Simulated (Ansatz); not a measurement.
## Ta$_{2}$C under strain

Computed with DFT PBEsol, scalar-relativistic, plane waves, PAW in Ansatz. Run with 420 eV cutoff, 18×18×10 k-mesh, Gaussian smearing of 0.10 eV, no spin polarisation.

Reference structure (relaxed):

```yaml
crystal:
  lattice:
    - [3.09530, 0.00000, 0.00000]
    - [-1.54765, 2.68061, 0.00000]
    - [0.00000, 0.00000, 4.92108]
  atoms:
    - { symbol: Ta, position: [0.33333, 0.66667, 0.25288] }
    - { symbol: Ta, position: [0.66667, 0.33333, 0.74712] }
    - { symbol: C, position: [0.00000, 0.00000, 0.00000] }
```

Deformation: uniaxial strain along c, with the lengths of a and b and the atoms relaxed and the angles held, all within the symmetry that the strain leaves. Energies are extrapolated to zero smearing.

Spin–orbit coupling is left out, which can shift energies with elements as heavy as these.

```csv
strain (%),ΔE (meV/atom),a (Å),b (Å),c (Å)
-3.0,18.5,3.118,3.118,4.773
-2.0,8.1,3.110,3.110,4.823
-1.0,2.0,3.102,3.102,4.872
+0.0,0.0,3.095,3.095,4.921
+1.0,1.9,3.088,3.088,4.970
+2.0,7.4,3.082,3.082,5.019
+3.0,16.3,3.076,3.076,5.069
```

Task: What stiffness (1/V) d²E/dε² at zero strain does a cubic fit over all points give?

Result: A cubic fit gives (1/V) d²E/dε² = 455 GPa at zero strain (Young's modulus along this axis, angles held).

Task: How does the free axis a answer a small strain?

Result: Between the innermost points its strain is -0.23 times the applied one.